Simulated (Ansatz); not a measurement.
The calculation used DFT PBE, scalar-relativistic, plane waves, PAW in Ansatz 0.2.0. All cells share a 420 eV cutoff and Γ-centred k meshes spaced at most about 0.3 Å⁻¹ (about 0.25 or finer for metals, 2π included). No spin polarisation in the final relaxations.

All energies are static (0 K, no zero-point motion). All come from trial cells, and lower structures may exist.

Question: These unrelaxed guesses for Cd3HgTe4 are each relaxed within their symmetry. Order them by the energy at which they end, lowest first.
A.

Space group P-4m2 (No. 115). a = 4.378 Å, b = 4.378 Å, c = 12.382 Å, α = 90.00°, β = 90.00°, γ = 90.00°
| atom | site | symmetry | x | y | z |
| --- | --- | --- | --- | --- | --- |
| Cd | 1a | -4m2 | 0.0000 | 0.0000 | 0.0000 |
| Cd | 2f | 2mm. | 0.5000 | 0.5000 | 0.2500 |
| Hg | 1d | -4m2 | 0.0000 | 0.0000 | 0.5000 |
| Te | 2g | 2mm. | 0.5000 | 0.0000 | 0.1250 |
| Te | 2g | 2mm. | 0.0000 | 0.5000 | 0.3750 |

B.

Space group P4/mmm (No. 123). a = 4.378 Å, b = 4.378 Å, c = 12.382 Å, α = 90.00°, β = 90.00°, γ = 90.00°
| atom | site | symmetry | x | y | z |
| --- | --- | --- | --- | --- | --- |
| Cd | 2h | 4mm | 0.5000 | 0.5000 | 0.2500 |
| Cd | 1b | 4/mmm | 0.0000 | 0.0000 | 0.5000 |
| Hg | 1a | 4/mmm | 0.0000 | 0.0000 | 0.0000 |
| Te | 2g | 4mm | 0.0000 | 0.0000 | 0.2500 |
| Te | 1d | 4/mmm | 0.5000 | 0.5000 | 0.5000 |
| Te | 1c | 4/mmm | 0.5000 | 0.5000 | 0.0000 |

Answer: A (ends in P-4m2, 0 meV/atom), B (ends in P4/mmm, 172 meV/atom).

These runs have no spin–orbit coupling, which can matter for Hg and Te. Cells relaxed within their symmetry can be saddle points. Some structure types and database cells were kept out of the candidates from the start, so a known form may be missing.
